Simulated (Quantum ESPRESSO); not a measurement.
Here is a Quantum ESPRESSO 7.5 calculation.

The input pw.in:

```
&CONTROL
  calculation = 'scf'
  prefix = 'pwscf'
  outdir = './tmp'
  pseudo_dir = './pseudo'
  tprnfor = .true.
  tstress = .true.
  disk_io = 'low'
/
&SYSTEM
  ibrav = 0
  celldm(1) = 8
  nat = 3
  ntyp = 2
  ecutwfc = 70
  nbnd = 19
  input_dft = 'r2scan'
  occupations = 'smearing'
  smearing = 'fd'
  degauss = 0.00367493
  nosym = .true.
/
&ELECTRONS
  conv_thr = 1d-08
  electron_maxstep = 120
  mixing_beta = 0.5
/
ATOMIC_SPECIES
Zr    91.2240 Zr_ONCV_PBE-1.2.upf
Se    78.9710 Se_ONCV_PBE-1.2.upf
CELL_PARAMETERS alat
  0.8971474776661   0.0000000000000   0.0000000000000
 -0.4485737388330   0.7769525066063   0.0000000000000
  0.0000000000000   0.0000000000000   1.4626480204603
ATOMIC_POSITIONS crystal
Zr     0.0000000000    0.0000000000    0.0000000000
Se     0.6666666667    0.3333333333    0.7500000000
Se     0.3333333333    0.6666666667    0.2500000000
K_POINTS automatic
6 6 4 0 0 0
```

The input pp_density.in:

```
&INPUTPP
  prefix = 'pwscf'
  outdir = './tmp'
  filplot = 'density.dat'
  plot_num = 0
/
&PLOT
  nfile = 1
  filepp(1) = 'density.dat'
  iflag = 3
  output_format = 6
  fileout = 'density.cube'
/
```

The input pp_potential.in:

```
&INPUTPP
  prefix = 'pwscf'
  outdir = './tmp'
  filplot = 'potential.dat'
  plot_num = 11
/
&PLOT
  nfile = 1
  filepp(1) = 'potential.dat'
  iflag = 3
  output_format = 6
  fileout = 'potential.cube'
/
```

The input pp_elf.in:

```
&INPUTPP
  prefix = 'pwscf'
  outdir = './tmp'
  filplot = 'elf.dat'
  plot_num = 8
/
&PLOT
  nfile = 1
  filepp(1) = 'elf.dat'
  iflag = 3
  output_format = 6
  fileout = 'elf.cube'
/
```

File bands.in:

```
&CONTROL
  calculation = 'bands'
  prefix = 'pwscf'
  outdir = './tmp'
  pseudo_dir = './pseudo'
  disk_io = 'low'
  verbosity = 'high'
/
&SYSTEM
  ibrav = 0
  celldm(1) = 8
  nat = 3
  ntyp = 2
  ecutwfc = 70
  nbnd = 19
  input_dft = 'r2scan'
  occupations = 'smearing'
  smearing = 'fd'
  degauss = 0.00367493
  nosym = .true.
/
&ELECTRONS
  conv_thr = 1d-08
  electron_maxstep = 120
  mixing_beta = 0.5
  diago_full_acc = .true.
  startingwfc = 'random'
/
ATOMIC_SPECIES
Zr    91.2240 Zr_ONCV_PBE-1.2.upf
Se    78.9710 Se_ONCV_PBE-1.2.upf
CELL_PARAMETERS alat
  0.8971474776661   0.0000000000000   0.0000000000000
 -0.4485737388330   0.7769525066063   0.0000000000000
  0.0000000000000   0.0000000000000   1.4626480204603
ATOMIC_POSITIONS crystal
Zr     0.0000000000    0.0000000000    0.0000000000
Se     0.6666666667    0.3333333333    0.7500000000
Se     0.3333333333    0.6666666667    0.2500000000
K_POINTS crystal
60
 0.0000000000  0.0000000000  0.0000000000 1
 0.0625000000  0.0000000000  0.0000000000 1
 0.1250000000  0.0000000000  0.0000000000 1
 0.1875000000  0.0000000000  0.0000000000 1
 0.2500000000  0.0000000000  0.0000000000 1
 0.3125000000  0.0000000000  0.0000000000 1
 0.3750000000  0.0000000000  0.0000000000 1
 0.4375000000  0.0000000000  0.0000000000 1
 0.5000000000  0.0000000000  0.0000000000 1
 0.4583333333  0.0833333333  0.0000000000 1
 0.4166666667  0.1666666667  0.0000000000 1
 0.3750000000  0.2500000000  0.0000000000 1
 0.3333333333  0.3333333333  0.0000000000 1
 0.2962962963  0.2962962963  0.0000000000 1
 0.2592592593  0.2592592593  0.0000000000 1
 0.2222222222  0.2222222222  0.0000000000 1
 0.1851851852  0.1851851852  0.0000000000 1
 0.1481481481  0.1481481481  0.0000000000 1
 0.1111111111  0.1111111111  0.0000000000 1
 0.0740740741  0.0740740741  0.0000000000 1
 0.0370370370  0.0370370370  0.0000000000 1
 0.0000000000  0.0000000000  0.0000000000 1
 0.0000000000  0.0000000000  0.1250000000 1
 0.0000000000  0.0000000000  0.2500000000 1
 0.0000000000  0.0000000000  0.3750000000 1
 0.0000000000  0.0000000000  0.5000000000 1
 0.0625000000  0.0000000000  0.5000000000 1
 0.1250000000  0.0000000000  0.5000000000 1
 0.1875000000  0.0000000000  0.5000000000 1
 0.2500000000  0.0000000000  0.5000000000 1
 0.3125000000  0.0000000000  0.5000000000 1
 0.3750000000  0.0000000000  0.5000000000 1
 0.4375000000  0.0000000000  0.5000000000 1
 0.5000000000  0.0000000000  0.5000000000 1
 0.4666666667  0.0666666667  0.5000000000 1
 0.4333333333  0.1333333333  0.5000000000 1
 0.4000000000  0.2000000000  0.5000000000 1
 0.3666666667  0.2666666667  0.5000000000 1
 0.3333333333  0.3333333333  0.5000000000 1
 0.3000000000  0.3000000000  0.5000000000 1
 0.2666666667  0.2666666667  0.5000000000 1
 0.2333333333  0.2333333333  0.5000000000 1
 0.2000000000  0.2000000000  0.5000000000 1
 0.1666666667  0.1666666667  0.5000000000 1
 0.1333333333  0.1333333333  0.5000000000 1
 0.1000000000  0.1000000000  0.5000000000 1
 0.0666666667  0.0666666667  0.5000000000 1
 0.0333333333  0.0333333333  0.5000000000 1
 0.0000000000  0.0000000000  0.5000000000 1
 0.5000000000  0.0000000000  0.5000000000 1
 0.5000000000  0.0000000000  0.4000000000 1
 0.5000000000  0.0000000000  0.3000000000 1
 0.5000000000  0.0000000000  0.2000000000 1
 0.5000000000  0.0000000000  0.1000000000 1
 0.5000000000  0.0000000000  0.0000000000 1
 0.3333333333  0.3333333333  0.0000000000 1
 0.3333333333  0.3333333333  0.1250000000 1
 0.3333333333  0.3333333333  0.2500000000 1
 0.3333333333  0.3333333333  0.3750000000 1
 0.3333333333  0.3333333333  0.5000000000 1
```

Potentials or basis: SG15 PBE 1.2.

The run is started by

```sh
$ OMP_NUM_THREADS=1 mpirun -n 2 pw.x -nk 2 -in pw.in > pw.out
$ OMP_NUM_THREADS=1 mpirun -n 1 pp.x -in pp_density.in > pp_density.out
$ OMP_NUM_THREADS=1 mpirun -n 1 pp.x -in pp_potential.in > pp_potential.out
$ OMP_NUM_THREADS=1 mpirun -n 1 pp.x -in pp_elf.in > pp_elf.out
$ OMP_NUM_THREADS=1 mpirun -n 2 pw.x -nk 2 -in bands.in > bands.out
```

Problem. What does it give for the band gap along the path?

Solution. 0.65 eV, indirect (least direct gap 1.35 eV).

Problem. What does it give for the largest force?

Solution. 0.208 eV/Å.

Problem. Estimate the band gap on the k mesh.

Solution. 0.66 eV, indirect (least direct gap 1.35 eV).

Problem. Predict the pressure.

Solution. 1.8 GPa.

Levels at the corners of the path, in eV from the valence-band top:
| point | band 10 | band 11 | band 12 | band 13 | band 14 | band 15 |
| --- | --- | --- | --- | --- | --- | --- |
| Γ | -0.08 | -0.08 | -0.01 | 1.34 | 1.34 | 1.92 |
| M | -2.62 | -2.21 | -1.44 | 0.84 | 2.88 | 3.24 |
| K | -2.39 | -2.39 | -1.83 | 2.03 | 2.95 | 2.95 |
| Γ | -0.08 | -0.08 | -0.01 | 1.34 | 1.34 | 1.92 |
| A | -2.10 | -0.25 | -0.25 | 1.32 | 1.32 | 2.33 |
| L | -2.60 | -1.13 | -1.03 | 0.65 | 2.87 | 3.22 |
| H | -2.44 | -2.09 | -2.09 | 2.10 | 2.56 | 2.56 |
| A | -2.10 | -0.25 | -0.25 | 1.32 | 1.32 | 2.33 |
| L | -2.60 | -1.13 | -1.03 | 0.65 | 2.87 | 3.22 |
| M | -2.62 | -2.21 | -1.44 | 0.84 | 2.88 | 3.24 |
| K | -2.39 | -2.39 | -1.83 | 2.03 | 2.95 | 2.95 |
| H | -2.44 | -2.09 | -2.09 | 2.10 | 2.56 | 2.56 |

Caveat: the potentials were made for another functional, which shifts forces and pressure.

**Experimental background.**

“Stress-Tuned Optical Transitions in Layered 1T-MX2 (M= Hf, Zr, Sn; X= S, Se) Crystals”, 2022, arxiv:2210.12074 quotes, for a bulk crystal of ZrSe2: band gap 1.2 eV (indirect).

A measured gap of ZrSe2 is 1.2 eV (indirect; quoted in “Stress-Tuned Optical Transitions in Layered 1T-MX2 (M= Hf, Zr, Sn; X= S, Se) Crystals”, 2022, arxiv:2210.12074); the calculated 0.65 eV misses it by -0.55 eV. Spin-orbit coupling on Se, Zr is left out. The value is that of r2SCAN, without temperature or zero-point motion.
